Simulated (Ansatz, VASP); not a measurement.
# One calculation of Cu, two programs

```
Cu
1.0
    -1.45699    1.45699    1.45699
     1.45699   -1.45699    1.45699
     1.45699    1.45699   -1.45699
Cu
1
Direct
  0.00000 0.00000 0.00000
```

Alike in both runs: functional PBE; k mesh 20 × 20 × 20; occupations fermi-dirac, width 0.05 eV; no spin polarisation.

Ansatz relaxed the structure, and its values are those at the end. VASP's run is a single point on that final structure, the one shown.

|  | VASP | Ansatz |
| --- | --- | --- |
| version | VASP 6.6.1 | Ansatz 0.2.0 |
| potentials or method | VASP PAW PBE potentials, release 64 (Cu), cutoff 520 eV | all-electron LAPW, non-relativistic |

|  | VASP | Ansatz | Ansatz less VASP |
| --- | --- | --- | --- |
| pressure (GPa) | -3.3 | 0.0 | +3.32 |

Ansatz ran all-electron here, so the differences hold the error of VASP's frozen core and of both bases.
